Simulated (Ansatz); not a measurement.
A plane-wave DFT run in Ansatz 0.2.0 (scalar-relativistic PAW potentials unless the input names others): input and command.

```yaml
crystal:
  lattice:
    - [5.3565181498, 0.0, 0.0]
    - [0.0, -5.3565181498, 0.0]
    - [0.0, 0.0, -5.3565181498]
  atoms:
    - { symbol: Zn, position: [-0.0475231175, -0.0475231175, 0.0] }
    - { symbol: Zn, position: [0.5, 0.5, 0.0] }
    - { symbol: Zn, position: [0.5, 0.0, 0.5] }
    - { symbol: Zn, position: [0.0, 0.5, 0.5] }
    - { symbol: S, position: [0.75, 0.75, 0.75] }
    - { symbol: S, position: [0.25, 0.25, 0.75] }
    - { symbol: S, position: [0.25, 0.75, 0.25] }
    - { symbol: S, position: [0.75, 0.25, 0.25] }
basis:
  ecutwfc: 420
kpoints:
  mp_grid: { grid: [0, 6, 6] }
hamiltonian:
  xc: pbesol
scf:
  occupations: { method: gaussian, width: 0.05 }
  max_iter: 80
output:
  forces: true
  eigenvalues: true
  stress: true
```

```bash
ansatz run input.yaml --threads 1 --pin off --max-ram 2560MiB --backend cpu --events-out ev --progress --plain --runs-dir out
```

**Question.** What will the program do with this input?

**Answer.** The program refuses it, because of a mesh with a zero (kpoints.mp_grid.grid: [6, 6, 6] → [0, 6, 6]). With the sound run's settings it is accepted.

Abridged log:
```
Error: invalid value for `kpoints.mp_grid.grid`: each dimension must be in 1..=255
```